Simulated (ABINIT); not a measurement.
InP, 2 atoms in the cell. The structure is cubic, space group F-43m (No. 216). The conventional cell has a = 5.823 Å, b = 5.823 Å, c = 5.823 Å, α = 90.00°, β = 90.00°, γ = 90.00°. In (site symmetry -43m) has 4 P at 2.52 Å as nearest neighbours. P (site symmetry -43m) has 4 In at 2.52 Å as nearest neighbours.  The cell isn't the ideal one: cell relaxed at zero pressure by an earlier run.

- Program: ABINIT 10.8.3 (patched build)
- Task: phonons at a zone-boundary q
- Functional: LDA
- Potentials or basis: PseudoDojo NC SR LDA v0.4.1 standard
- Cutoff: 844 eV
- k mesh: 4 × 4 × 4, with 4 shifts
- Occupations: fixed
- Spin: no spin polarisation
- Cutoff smearing ecutsm (Ha): 0.5
- Stop of the response cycle (tolvrs): 1e-08
- q points: ["X", "W"]
- q points (reduced): [[0.5, 0.0, 0.5], [0.5, 0.25, 0.75]]

Potentials or basis: PseudoDojo NC SR LDA v0.4.1 standard.

Launch:

```bash
$ abinit run.abi > log 2>&1
```

Hardware: 1 thread of Arm Neoverse V1, on a shared host.

Question: How long does it take, and how much memory?

Answer: Run time: 27 min on 1 thread of Arm Neoverse V1 (shared host), peak memory 0.38 GiB. Counts: scf iterations 103, k points 10, bands 9, plane waves 2758.
